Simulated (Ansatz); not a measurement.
**BN: opening a crack plane**

BN, P6_3mc, a = 2.541 Å, c = 4.203 Å. This isn't the usual stable structure of the compound. Ansatz: PBEsol, PAW, 420 eV, Γ-centred 10×10×2 mesh on 12 atoms, Gaussian smearing 0.05 eV; no spin polarisation. One cut on (001) per cell of 12 atoms is opened rigidly by x, between planes of N and B that stand 1.57 Å apart; y is the energy per area (5.592 Å², 1 eV/Å² = 16.02 J/m²).

```tsv
x (Å)	y (J/m²)
0.00	0.000
0.25	1.280
0.50	3.629
0.75	6.014
1.00	?
1.50	11.217
2.00	12.992
3.00	14.252
4.50	14.455
6.00	14.484
```

Problem. Fit the universal binding curve y = W[1 − (1 + x/l) e^(−x/l)] to the other rows, give the peak stress, and predict the missing value.

Solution. Least squares gives W = 14.5 J/m² and l = 0.526 Å. The stress dy/dx peaks at x = l with W/(e l) = 101.4 GPa, for rigid faces. At x = 1.00: x/l = 1.901, y = 8.215 J/m². The run gave 8.115 J/m², so the fit is 0.100 J/m² too high, within twice the rms miss on the fitted rows (0.054 J/m²).

Cost: 12 runs of about 1.1 core-minutes in all, on Intel Xeon 6975P-C (Granite Rapids) (shared hosts).